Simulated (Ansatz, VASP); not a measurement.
# One calculation of Ga2As3, two programs

Contents of INCAR:

```
SYSTEM = Ga2As3
PREC = Accurate
ENCUT = 520
EDIFF = 1E-6
ISMEAR = 0
SIGMA = 0.1
LREAL = .FALSE.
LASPH = .TRUE.
NELM = 80
ALGO = Normal
ISIF = 2
LWAVE = .FALSE.
LCHARG = .FALSE.
GGA = PE
NBANDS = 28
```

File KPOINTS:

```
Automatic mesh
0
G
  4 4 4
  0 0 0
```

POSCAR

```
Ga2As3
1.0
    4.8968355200      0.0000000000      0.0000000000
    0.0000000000      4.8968355200      0.0000000000
    0.0000000000      0.0000000000      4.8968355200
Ga As
2 3
Direct
    0.0000000000      0.0000000000      0.0000000000
    0.5000000000      0.5000000000      0.5000000000
    0.0000000000      0.5000000000      0.5000000000
    0.5000000000      0.0000000000      0.5000000000
    0.5000000000      0.5000000000      0.0000000000
```

Input for Ansatz:

```yaml
crystal:
  lattice:
    - [4.89683552, 0.0, 0.0]
    - [0.0, 4.89683552, 0.0]
    - [0.0, 0.0, 4.89683552]
  atoms:
    - { symbol: Ga, position: [0.0, 0.0, 0.0] }
    - { symbol: Ga, position: [0.5, 0.5, 0.5] }
    - { symbol: As, position: [0.0, 0.5, 0.5] }
    - { symbol: As, position: [0.5, 0.0, 0.5] }
    - { symbol: As, position: [0.5, 0.5, 0.0] }
basis:
  ecutwfc: 420
kpoints:
  mp_grid: { grid: [4, 4, 4] }
hamiltonian:
  xc: pbe
scf:
  occupations: { method: gaussian, width: 0.1 }
  lower_state_search: "off"
output:
  forces: true
  stress: true
  eigenvalues: true
```

Alike in both runs: task single point; functional PBE; k mesh 4 × 4 × 4; occupations gaussian, width 0.1 eV; no spin polarisation.

|  | VASP | Ansatz |
| --- | --- | --- |
| version | VASP 6.6.1 | Ansatz 0.2.0 |
| potentials or method | VASP PAW PBE potentials, release 64 (Ga_d, As) | scalar-relativistic, plane waves, PAW |
| plane-wave cutoff (eV) | 520 | 420 |
| valence electrons in the cell | 41 | 71 |

```csv
,VASP,Ansatz,Ansatz less VASP
gap on the k mesh at the Fermi level (eV),none,none,-
pressure (GPa),1.9,1.8,-0.10
```

A gap of «none» marks a metal or a gap that the smearing closes. The two sets of potentials don't hold the same shells in valence.
